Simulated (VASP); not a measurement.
# Si (P6/mmm) in VASP: settings compared

Aim: see how the results for Si move with the level of theory and the settings. Levels: BLYP, PW91. Tasks: band structure.

Everything below comes from runs of VASP 6.6.1. Logs are shortened: lines on timing, memory, paths and dates and some standing lists are left out, and cuts for length are marked.

## (1) The crystal as given

The structure is hexagonal, space group P6/mmm (No. 191). The conventional cell has a = 2.621 Å, b = 2.621 Å, c = 2.466 Å, α = 90.00°, β = 90.00°, γ = 120.00°. Si (site symmetry 6/mmm) has 8 Si at 2.47 to 2.62 Å as nearest neighbours.

This isn't the form of Si at room conditions, which is diamond.

## (2) Band structure, BLYP

POSCAR reads:

```
Si
1.0
    2.6205428149      0.0000000000      0.0000000000
   -1.3102714075      2.2694566494      0.0000000000
    0.0000000000      0.0000000000      2.4663543900
Si
1
Direct
    0.0000000000      0.0000000000      0.0000000000
```

INCAR.step1 reads:

```
SYSTEM = Si
PREC = Accurate
ENCUT = 520
EDIFF = 1E-6
ISMEAR = -1
SIGMA = 0.05
LREAL = .FALSE.
LASPH = .TRUE.
NELM = 100
ALGO = Fast
ISIF = 2
LWAVE = .FALSE.
LCHARG = .TRUE.
GGA = B5
ALDAX = 1.0
AGGAX = 1.0
AGGAC = 1.0
ALDAC = 0.0
NBANDS = 8
```

KPOINTS.step1 reads:

```
regular mesh
0
G
  12 12 11
  0 0 0
```

INCAR.step2 reads:

```
SYSTEM = Si
PREC = Accurate
ENCUT = 520
EDIFF = 1E-6
ISMEAR = 0
SIGMA = 0.05
LREAL = .FALSE.
LASPH = .TRUE.
NELM = 100
ALGO = Fast
ISIF = 2
LWAVE = .FALSE.
LCHARG = .FALSE.
GGA = B5
ALDAX = 1.0
AGGAX = 1.0
AGGAC = 1.0
ALDAC = 0.0
NBANDS = 8
ICHARG = 11
```

KPOINTS.step2 reads:

```
path GMKGALHA,LM,KH
10
line-mode
reciprocal
 0.0000000000  0.0000000000  0.0000000000  G
 0.5000000000  0.0000000000  0.0000000000  M

 0.5000000000  0.0000000000  0.0000000000  M
 0.3333333333  0.3333333333  0.0000000000  K

 0.3333333333  0.3333333333  0.0000000000  K
 0.0000000000  0.0000000000  0.0000000000  G

 0.0000000000  0.0000000000  0.0000000000  G
 0.0000000000  0.0000000000  0.5000000000  A

 0.0000000000  0.0000000000  0.5000000000  A
 0.5000000000  0.0000000000  0.5000000000  L

 0.5000000000  0.0000000000  0.5000000000  L
 0.3333333333  0.3333333333  0.5000000000  H

 0.3333333333  0.3333333333  0.5000000000  H
 0.0000000000  0.0000000000  0.5000000000  A

 0.5000000000  0.0000000000  0.5000000000  L
 0.5000000000  0.0000000000  0.0000000000  M

 0.3333333333  0.3333333333  0.0000000000  K
 0.3333333333  0.3333333333  0.5000000000  H
```

Potentials or basis: VASP PAW PBE potentials, release 64 (Si).

Started as:

```
$ cat potpaw_PBE.64/Si/POTCAR > POTCAR
$ cp INCAR.step1 INCAR
$ cp KPOINTS.step1 KPOINTS
$ mpirun -np 1 vasp_std > vasp.out
$ cp INCAR.step2 INCAR
$ cp KPOINTS.step2 KPOINTS
$ mpirun -np 1 vasp_std > vasp.out
```

OUTCAR:

```text
SYSTEM = Si
   PREC = Accurate
   ENCUT = 520
   EDIFF = 1E-6
   ISMEAR = 0
   LREAL = .FALSE.
   LASPH = .TRUE.
   NELM = 100
   ISIF = 2
   GGA = B5
   ICHARG = 11

 ion  position               nearest neighbor table
   1  0.000  0.000  0.000-

  LATTYP: Found a hexagonal cell.
 ALAT       =     2.6205428149
 C/A-ratio  =     0.9411616463

  Lattice vectors:

 A1 = (   2.6205428149,   0.0000000000,   0.0000000000)
 A2 = (  -1.3102714075,   2.2694566494,   0.0000000000)
 A3 = (   0.0000000000,   0.0000000000,   2.4663543900)

Analysis of symmetry for initial positions (statically):
=====================================================================
 Subroutine PRICEL returns:
 Original cell was already a primitive cell.

 Routine SETGRP: Setting up the symmetry group for a
 hexagonal supercell.

 Subroutine GETGRP returns: Found 24 space group operations
 (whereof 24 operations were pure point group operations)
 out of a pool of 24 trial point group operations.

The static configuration has the point symmetry D_6h.

Analysis of symmetry for dynamics (positions and initial velocities):
=====================================================================
 Subroutine PRICEL returns:
 Original cell was already a primitive cell.

 Routine SETGRP: Setting up the symmetry group for a
 hexagonal supercell.

 Subroutine GETGRP returns: Found 24 space group operations
 (whereof 24 operations were pure point group operations)
 out of a pool of 24 trial point group operations.

The dynamic configuration has the point symmetry D_6h.

 Subroutine INISYM returns: Found 24 space group operations
 (whereof 24 operations are pure point group operations),
 and found     1 'primitive' translations

----------------------------------------------------------------------------------------

                                     Primitive cell

  volume of cell :      14.6679

  direct lattice vectors                    reciprocal lattice vectors
     2.620542815  0.000000000  0.000000000     0.381600329  0.220317053  0.000000000
    -1.310271407  2.269456649  0.000000000     0.000000000  0.440634105  0.000000000
     0.000000000  0.000000000  2.466354390     0.000000000  0.000000000  0.405456736

  length of vectors
     2.620542815  2.620542815  2.466354390     0.440634105  0.440634105  0.405456736

  position of ions in fractional coordinates (direct lattice)
     0.000000000  0.000000000  0.000000000

  ion indices of the primitive-cell ions
   primitive index   ion index
                 1           1

----------------------------------------------------------------------------------------

 KPOINTS: path GMKGALHA,LM,KH

Interpolating k-points between supplied coordinates.

 Line segments in fractional coordinates (reciprocal lattice):
    0.000000  0.000000  0.000000  ...  0.500000  0.000000  0.000000
    0.500000  0.000000  0.000000  ...  0.333333  0.333333  0.000000
    0.333333  0.333333  0.000000  ...  0.000000  0.000000  0.000000
    0.000000  0.000000  0.000000  ...  0.000000  0.000000  0.500000
    0.000000  0.000000  0.500000  ...  0.500000  0.000000  0.500000
    0.500000  0.000000  0.500000  ...  0.333333  0.333333  0.500000
    0.333333  0.333333  0.500000  ...  0.000000  0.000000  0.500000
    0.500000  0.000000  0.500000  ...  0.500000  0.000000  0.000000
    0.333333  0.333333  0.000000  ...  0.333333  0.333333  0.500000

 Generated    10 points on each line segment, for a total of     90 k-points:

 Following reciprocal coordinates:
            Coordinates               Weight
  0.000000  0.000000  0.000000      0.011111
  0.055556  0.000000  0.000000      0.011111
  0.111111  0.000000  0.000000      0.011111
  0.166667  0.000000  0.000000      0.011111
  0.222222  0.000000  0.000000      0.011111
  0.277778  0.000000  0.000000      0.011111
[... 16 lines left out ...]
  0.259259  0.259259  0.000000      0.011111
  0.222222  0.222222  0.000000      0.011111
 [... further k-points ...]
   k-points           NKPTS =     90   k-points in BZ     NKDIM =     90   number of bands    NBANDS=      8
   number of dos      NEDOS =    301   number of ions     NIONS =      1
   total plane-waves  NPLWV =   7200
   dimension x,y,z NGX =    20 NGY =   20 NGZ =   18
   dimension x,y,z NGXF=    40 NGYF=   40 NGZF=   36
   ions per type =               1
   NGX,Y,Z   is equivalent  to a cutoff of  12.69, 12.69, 12.13 a.u.
   NGXF,Y,Z  is equivalent  to a cutoff of  25.38, 25.38, 24.27 a.u.
 SYSTEM =  Si
   PREC   = accura    normal or accurate (medium, high low for compatibility)
   ISTART =      0    job   : 0-new  1-cont  2-samecut
   ICHARG =     11    charge: 1-file 2-atom 10-const
   ISPIN  =      1    spin polarized calculation?
   LNONCOLLINEAR =      F non collinear calculations
   LSORBIT =      F    spin-orbit coupling
   LASPH  =      T    aspherical Exc in radial PAW
   ENCUT  =  520.0 eV  38.22 Ry    6.18 a.u.   4.87  4.87  4.59*2*pi/ulx,y,z
   NELM   =    100;   NELMIN=  2; NELMDL=  0     # of ELM steps
   EDIFF  = 0.1E-05   stopping-criterion for ELM
   LREAL  =      F    real-space projection
   EDIFFG = 0.1E-04   stopping-criterion for IOM
   NSW    =      0    number of steps for IOM
   IBRION =     -1    ionic relax: 0-MD 1-quasi-New 2-CG
   NFREE  =      0    steps in history (QN), initial steepest desc. (CG)
   ISIF   =      2    stress and relaxation
   ISYM   =      2    0-nonsym 1-usesym 2-fastsym
   POTIM  = 0.5000    time-step for ionic-motion
   TEBEG  =    0.0;   TEEND  =   0.0 temperature during run
   PSTRESS=    0.0 pullay stress
   NELECT =       4.0000    total number of electrons
   NUPDOWN=      -1.0000    fix difference up-down
   EMIN   =  10.00;   EMAX   =-10.00  energy-range for DOS
   EFERMI =   0.00;   METHOD = LEGACY
   ISMEAR =     0;   SIGMA  =   0.05  broadening in eV -4-tet -1-fermi 0-gaus
   EFERMI_NEDOS =   21; number of points for ismear=-14 and -15
   IALGO  =     68    algorithm
   IMIX   =      4    mixing-type and parameters
     AMIX     =   0.40;   BMIX     =  1.00
     AMIX_MAG =   1.60;   BMIX_MAG =  1.00
  volume/ion in A,a.u.               =      14.67        98.98
  Fermi-wavevector in a.u.,A,eV,Ry     =   1.061627  2.006184 15.334472  1.127052
  Thomas-Fermi vector in A             =   2.197050
   LORBIT       =      0    0 simple, 1 ext, 2 COOP (PROOUT), +10 PAW based schemes
   GGA     = B5    functional components
   LHFCALC =     F    Hartree Fock is set to
   AEXX    =    0.0000 exact exchange contribution
   IVDW    =     0    specifies the selected vdW correction
   LEPSILON=     F    determine dielectric tensor
   LRPA    =     F    only Hartree local field effects (RPA)
 non-spin polarized calculation
 RMM-DIIS sequential band-by-band and
 Gauss-broadening in eV      SIGMA  =   0.05
  energy-cutoff  :      520.00
  volume of cell :       14.67
 maximum number of plane-waves:       407
 NGX is ok and might be reduce to    20

 number of electron       4.0000000 magnetization

 Free energy of the ion-electron system (eV)
  ---------------------------------------------------
  ext. energy  EPLUGINS =         0.00000000
  ---------------------------------------------------
  free energy    TOTEN  =        -4.66654932 eV

  energy without entropy =       -4.66531889  energy(sigma->0) =       -4.66593411

 E-fermi :   9.0272     XC(G=0): -10.3878

 val. band max:        8.9863318184   @ k =   0.3519   0.2963   0.5000
 cond. band min:       9.0450193919   @ k =   0.3333   0.3333   0.5000
 fundamental gap:      0.0586875735
 Fermi energy:         9.0271940012

 k-point     1 :       0.0000    0.0000    0.0000
  band No.  band energies     occupation
      1      -3.9123      2.00000
      2      17.6551      0.00000
      3      18.1385      0.00000
      4      20.3565      0.00000
      5      20.3565      0.00000
      6      22.5501      0.00000
      7      22.5501      0.00000
      8      28.2037      0.00000

 k-point     2 :       0.0556    0.0000    0.0000
  band No.  band energies     occupation
      1      -3.8259      2.00000
      2      17.2979      0.00000
      3      18.2107      0.00000
      4      19.7800      0.00000
      5      19.8404      0.00000
      6      22.5551      0.00000
      7      23.2766      0.00000
      8      29.1024      0.00000

 k-point     3 :       0.1111    0.0000    0.0000
  band No.  band energies     occupation
      1      -3.5670      2.00000
      2      16.0718      0.00000
      3      18.4272      0.00000
      4      18.8189      0.00000
      5      19.0922      0.00000
      6      22.5771      0.00000
      7      24.6867      0.00000
      8      30.6715      0.00000

 k-point     4 :       0.1667    0.0000    0.0000
  band No.  band energies     occupation
      1      -3.1365      2.00000
      2      14.2085      0.00000
      3      17.9030      0.00000
      4      18.5660      0.00000
      5      18.7866      0.00000
      6      22.7338      0.00000
      7      26.3461      0.00000
      8      31.6903      0.00000

 k-point     5 :       0.2222    0.0000    0.0000
  band No.  band energies     occupation
      1      -2.5358      2.00000
      2      12.1551      0.00000
      3      17.1060      0.00000
      4      18.1071      0.00000
      5      19.2865      0.00000
      6      23.1124      0.00000
      7      28.1716      0.00000
      8      32.0289      0.00000
[... 177 lines left out ...]
 k-point    22 :       0.2963    0.2963    0.0000
  band No.  band energies     occupation
      1       3.2053      2.00000
      2       6.0345      2.00000
      3       6.8042      2.00000
      4      23.4734      0.00000
      5      25.0324      0.00000
      6      27.2227      0.00000
      7      28.5141      0.00000
      8      28.6522      0.00000

 k-point    23 :       0.2593    0.2593    0.0000
  band No.  band energies     occupation
      1       1.6142      2.00000
      2       7.2403      2.00000
      3       8.1164      2.00000
      4      22.5499      0.00000
      5      23.9881      0.00000
      6      27.1118      0.00000
      7      27.7433      0.00000
      8      29.8389      0.00000

 k-point    24 :       0.2222    0.2222    0.0000
  band No.  band energies     occupation
      1       0.1764      2.00000
      2       8.6877      2.00000
      3       9.6407      0.00000
      4      21.4871      0.00000
      5      22.8343      0.00000
      6      25.8833      0.00000
      7      28.7661      0.00000
      8      29.2503      0.00000

 [... further k-points ...]
[... 5 lines left out ...]
  --------------------------------------------------------------------------------------
  -------------------------------------------------------------------------------------
  Total        0.9504599      0.9504599      0.8518447     -0.0000000     -0.0000000      0.0000000
  in kB      103.8187438    103.8187438     93.0470047     -0.0000000     -0.0000000      0.0000000
  external PRESSURE =     100.2281641 kB  Pullay stress =       0.0000000 kB

 VOLUME and BASIS-vectors are now :
 -----------------------------------------------------------------------------
  energy-cutoff  :      520.00
  volume of cell :       14.67
      direct lattice vectors                 reciprocal lattice vectors
     2.620542815  0.000000000  0.000000000     0.381600329  0.220317053  0.000000000
    -1.310271407  2.269456649  0.000000000     0.000000000  0.440634105  0.000000000
     0.000000000  0.000000000  2.466354390     0.000000000  0.000000000  0.405456736

 POSITION                                       TOTAL-FORCE (eV/Angst)
 -----------------------------------------------------------------------------------
      0.00000      0.00000      0.00000         0.000000      0.000000      0.000000
 -----------------------------------------------------------------------------------
    total drift:                               -0.000000      0.000000     -0.000000

  FREE ENERGIE OF THE ION-ELECTRON SYSTEM (eV)
  ---------------------------------------------------
  free  energy   TOTEN  =        -4.6665493227 eV

  energy  without entropy=       -4.6653188942  energy(sigma->0) =       -4.66593411
```

It used 9.9 s of CPU time on 1 thread of Intel(R) Xeon(R) Platinum 8488C (Sapphire Rapids), on a shared host, which was overloaded at the time.

Results:

```yaml
Band_gap_along_the_path: none (metal or under the smearing width)
```

Levels at the corners of the path, in eV from the Fermi level:
```csv
point,band 1,band 2,band 3,band 4,band 5,band 6
Γ,-14.03,7.54,8.02,10.24,10.24,12.43
M,-7.63,-6.63,5.15,6.65,12.75,15.38
M,-7.63,-6.63,5.15,6.65,12.75,15.38
K,-5.80,-4.41,-4.41,13.71,15.41,17.51
K,-5.80,-4.41,-4.41,13.71,15.41,17.51
Γ,-14.03,7.54,8.02,10.24,10.24,12.43
Γ,-14.03,7.54,8.02,10.24,10.24,12.43
A,-9.25,-7.00,13.75,13.75,15.08,15.08
A,-9.25,-7.00,13.75,13.75,15.08,15.08
L,-2.91,-2.09,-1.97,1.92,8.69,12.42
L,-2.91,-2.09,-1.97,1.92,8.69,12.42
H,-1.07,-0.76,-0.76,0.86,4.25,4.25
H,-1.07,-0.76,-0.76,0.86,4.25,4.25
A,-9.25,-7.00,13.75,13.75,15.08,15.08
L,-2.91,-2.09,-1.97,1.92,8.69,12.42
M,-7.63,-6.63,5.15,6.65,12.75,15.38
K,-5.80,-4.41,-4.41,13.71,15.41,17.51
H,-1.07,-0.76,-0.76,0.86,4.25,4.25
```

Caveat: the log is that of the step along the path at fixed density, whose energy, stress, charges and moments have no meaning; the PAW data sets were made with another functional, which shifts forces and pressure a little.

## (3) Band structure, PW91

INCAR reads:

```
PREC = Accurate
ENCUT = 520
EDIFF = 1E-6
ISMEAR = -1
SIGMA = 0.05
LREAL = False
LASPH = True
NELM = 80
ALGO = Fast
ISIF = 2
LWAVE = False
LCHARG = False
GGA = 91
NBANDS = 8
```

KPOINTS reads:

```
regular mesh
0
Gamma
  12 12 11
```

POSCAR is that of step 2.

KPOINTS_OPT reads:

```
path GMKGALHA,LM,KH
15
line-mode
reciprocal
 0.0000000000  0.0000000000  0.0000000000  G
 0.5000000000  0.0000000000  0.0000000000  M

 0.5000000000  0.0000000000  0.0000000000  M
 0.3333333333  0.3333333333  0.0000000000  K

 0.3333333333  0.3333333333  0.0000000000  K
 0.0000000000  0.0000000000  0.0000000000  G

 0.0000000000  0.0000000000  0.0000000000  G
 0.0000000000  0.0000000000  0.5000000000  A

 0.0000000000  0.0000000000  0.5000000000  A
 0.5000000000  0.0000000000  0.5000000000  L

 0.5000000000  0.0000000000  0.5000000000  L
 0.3333333333  0.3333333333  0.5000000000  H

 0.3333333333  0.3333333333  0.5000000000  H
 0.0000000000  0.0000000000  0.5000000000  A

 0.5000000000  0.0000000000  0.5000000000  L
 0.5000000000  0.0000000000  0.0000000000  M

 0.3333333333  0.3333333333  0.0000000000  K
 0.3333333333  0.3333333333  0.5000000000  H
```

Potentials or basis: VASP PAW PBE potentials, release 64 (Si).

Started as:

```
$ cat potpaw_PBE.64/Si/POTCAR > POTCAR
$ mpirun -np 1 vasp_std > vasp.out
```

Run time: 13 s. Hardware: 1 thread of Intel Xeon Platinum 8488C (Sapphire Rapids), shared host; peak memory 0.13 GiB.

Results (log left out):

- Free energy: -5.0665 eV
- Pressure: 4.0 GPa
- Band gap along the path: none (metal or under the smearing width)

Stress tensor (GPa, compression positive):
```
2.70 0.00 0.00
0.00 2.70 0.00
0.00 0.00 6.62
```

Levels at the corners of the path, in eV from the Fermi level:
| point | band 1 | band 2 | band 3 | band 4 | band 5 |
| --- | --- | --- | --- | --- | --- |
| Γ | -14.09 | 7.54 | 8.03 | 10.36 | 10.36 |
| M | -7.60 | -6.76 | 5.18 | 6.57 | 12.88 |
| M | -7.60 | -6.76 | 5.18 | 6.57 | 12.88 |
| K | -5.69 | -4.53 | -4.53 | 13.89 | 15.50 |
| K | -5.69 | -4.53 | -4.53 | 13.89 | 15.50 |
| Γ | -14.09 | 7.54 | 8.03 | 10.36 | 10.36 |
| Γ | -14.09 | 7.54 | 8.03 | 10.36 | 10.36 |
| A | -9.21 | -7.15 | 13.96 | 13.96 | 15.07 |
| A | -9.21 | -7.15 | 13.96 | 13.96 | 15.07 |
| L | -2.91 | -2.09 | -1.87 | 1.57 | 8.82 |
| L | -2.91 | -2.09 | -1.87 | 1.57 | 8.82 |
| H | -1.01 | -0.76 | -0.76 | 1.05 | 3.91 |
| H | -1.01 | -0.76 | -0.76 | 1.05 | 3.91 |
| A | -9.21 | -7.15 | 13.96 | 13.96 | 15.07 |
| L | -2.91 | -2.09 | -1.87 | 1.57 | 8.82 |
| M | -7.60 | -6.76 | 5.18 | 6.57 | 12.88 |
| K | -5.69 | -4.53 | -4.53 | 13.89 | 15.50 |
| H | -1.01 | -0.76 | -0.76 | 1.05 | 3.91 |

Caveat: the PAW data sets were made with another functional, which shifts forces and pressure a little.

## (4) The reference run

An earlier run on the cell as given: functional PBEsol; potentials or basis VASP PAW PBE potentials, release 64 (Si); cutoff 520 eV; k mesh 12 × 12 × 11; occupations fermi-dirac, width 0.05 eV; no spin polarisation.

- Pressure: 0.7 GPa
- Band gap on the k mesh: none (metal or under the smearing width)

## (5) Overview

```csv
task,level,ladder,pressure (GPa)
band structure,BLYP,-,-
band structure,PW91,-,4.0
single point,PBEsol,free,0.7
```

Alike in all rows: potentials or basis VASP PAW PBE potentials, release 64 (Si); no spin polarisation; cell as given; k mesh 12 × 12 × 11; cutoff (eV) 520; smearing fermi-dirac 0.05 eV.

Caveats: the PAW data sets were made with another functional, which shifts forces and pressure a little.

Total energies depend on the potentials used, so only differences within one code and one set of settings carry meaning.
